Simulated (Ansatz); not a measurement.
# Charge transition levels of the H interstitial in ZrS₂, term by term

These are results of DFT PBE, scalar-relativistic, plane waves, PAW (Ansatz), not measurements. Settings: 420 eV cutoff, 2×2×2 k-mesh, shifted by half a step, Gaussian smearing of 0.01 eV, collinear spin in charge 0 alone.

Host crystal, relaxed:

```
Zr S
1.0
     3.68521    0.00000    0.00000
    -1.84260    3.19148    0.00000
     0.00000    0.00000    6.75791
Zr S
1 2
Cartesian
  0.0000 0.0000 0.0000
  1.8426 1.0638 5.3096
  0.0000 2.1277 1.4483
```

The H interstitial was set at (0.000, 0.000, 0.500) of the host cell, in a supercell of 48 sites (1272 Å³), relaxed at fixed cell in each charge q. In charge -1 some atom moved by up to 1.1 Å, so the relaxed defect can differ in kind from the start: near the site, 6 S at 2.87 Å, 2 Zr at 3.38 Å became 2 Zr at 2.29 Å, 2 S at 2.86 Å, 4 S at 2.88 Å (charge -1). The host's Kohn–Sham gap is 1.14 eV and its static dielectric constant 36.6 (mean). For each charge: the supercell's free energy over the neutral one with q electrons exchanged at the valence band top, F(q) − F(0) + qE_v; the image-charge term; and the term that aligns the potential far from the defect with the host's.

```json
{"q": "+1", "F(q) − F(0) + qE_v (eV)": "0.019", "image charge (eV)": "0.072", "alignment (eV)": "-0.058"}
{"q": "0", "F(q) − F(0) + qE_v (eV)": "0.000", "image charge (eV)": "0.000", "alignment (eV)": "0.000"}
{"q": "-1", "F(q) − F(0) + qE_v (eV)": "0.568", "image charge (eV)": "0.072", "alignment (eV)": "-0.137"}
```

Problem. Add the terms and find the levels between neighbouring charges, ε(q/q′) = [A(q′) − A(q)]/(q − q′), with and without the two corrections.

Solution. A(q): 0.034 eV for +1, 0.000 eV for 0, 0.503 eV for -1.
| level | corrected (eV over E_v) | uncorrected (eV) |
| --- | --- | --- |
| (+1/0) | -0.03 | -0.02 |
| (0/-1) | 0.50 | 0.57 |

As a check, a point charge in a simple cubic cell of this volume has q²αe²/(2εL) = 0.052 q² eV (e² = 14.40 eV Å, α = 2.837, L = 10.83 Å); the shape of the real cell and the anisotropy of ε can change it somewhat. The term grows as q², so it pushes donor levels down and acceptor levels up.

Problem. Which of these charges is lowest with the Fermi level at the valence band top, at mid-gap and at the conduction band bottom?

Solution. The line A(q) + qE_F that lies lowest gives the charge: 0 at E_F = 0.00 eV, -1 at E_F = 0.57 eV, -1 at E_F = 1.14 eV. (+1/0) falls outside this Kohn–Sham gap, so the change of charge isn't reached within it; the real gap is usually wider and may hold a localised level, while a level that comes from a carrier in the host's bands only marks the band edge and moves with it. Charges beyond those computed could lie lower near the band edges.

Problem. The neutral defect forms at 2.33 eV with atoms taken from and returned to the elements. What are the formation energies at those three Fermi levels, and what share of sites would hold the defect at 1200 K with E_F at mid-gap, if the host still stood at that temperature?

Solution. E_f = E_f(0) + A(q) + qE_F = 2.33, 2.26, 1.69 eV. In the dilute limit the share is exp(−E_f/k_BT) = exp(−2.261/0.1034) = 3.2×10⁻¹⁰, leaving out degeneracy and vibrational entropy. This is the H-rich limit; a poorer supply of H, or a competing compound of it, raises E_f. The small cell and the narrow Kohn–Sham gap leave errors of tenths of an eV or more, which change the share by orders of magnitude.